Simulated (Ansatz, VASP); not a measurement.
## ZnO (zincite) in VASP and in Ansatz

The input INCAR:

```
PREC = Accurate ; ENCUT = 600
EDIFF = 1E-6 ; ISMEAR = -1
SIGMA = 0.02 ; LREAL = F
LASPH = T ; NELM = 80
ALGO = Normal ; ISIF = 3
LWAVE = F ; LCHARG = F
IBRION = 2 ; NSW = 80
EDIFFG = -0.01
```

The input KPOINTS:

```
regular mesh
0
Gamma
  12 12 6
```

The input POSCAR:

```
ZnO
1.0
    3.2493080000      0.0000000000      0.0000000000
   -1.6246540000      2.8139832700      0.0000000000
    0.0000000000      0.0000000000      5.2057090000
Zn O
2 2
Direct
    0.3333333300      0.6666666700      0.5000000000
    0.6666666700      0.3333333300      0.0000000000
    0.6666666700      0.3333333300      0.3790100000
    0.3333333300      0.6666666700      0.8790100000
```

Input for Ansatz:

```yaml
crystal:
  lattice:
    - [3.249308, 0.0, 0.0]
    - [-1.624654, 2.81398327, 0.0]
    - [0.0, 0.0, 5.205709]
  atoms:
    - { symbol: Zn, position: [0.33333333, 0.66666667, 0.5] }
    - { symbol: Zn, position: [0.66666667, 0.33333333, 0.0] }
    - { symbol: O, position: [0.66666667, 0.33333333, 0.37901] }
    - { symbol: O, position: [0.33333333, 0.66666667, 0.87901] }
  symmetry: { tolerance: 0.0003 }
hamiltonian:
  xc: lda
  pseudopotentials: { kind: paw, azcp: { folder: soft_1 } }
basis:
  ecutwfc: 420
magnetization:
  spin_polarized: false
scf:
  occupations: { method: fermi_dirac, width: 0.02 }
kpoints:
  mp_grid: { grid: [12, 12, 6], shift: [0, 0, 0] }
output:
  forces: true
  stress: true
  eigenvalues: true
relax:
  max_steps: 60
  cell: {}
```

Alike in both runs: task relaxation of cell and atoms; functional LDA; k mesh 12 × 12 × 6; occupations fermi-dirac, width 0.02 eV; no spin polarisation.

|  | VASP | Ansatz |
| --- | --- | --- |
| version | VASP 6.6.1 | Ansatz 0.2.0 |
| potentials or method | VASP PAW LDA potentials, release 64 (Zn, O) | PAW plane waves |
| plane-wave cutoff (eV) | 600 | 420 |
| valence electrons in the cell | 36 | 36 |

```csv
,VASP,Ansatz,Ansatz less VASP
"gap on the k mesh at the Fermi level, each at its own relaxed structure (eV)",0.80,0.79,-0.006
relaxed volume (Å³/atom),11.41,11.33,-0.073
relaxed cell length with the largest relative difference (Å),5.164,5.153,-0.0114
energy change over the relaxation (meV/atom),-10,-13,-3.0
```

Ansatz warned: «pseudo_functional_mismatch».

A hybrid or GW would open this gap; LDA tends to underestimate it. LDA usually gives volumes a few per cent too small. Zero-point motion and thermal expansion aren't in these numbers.
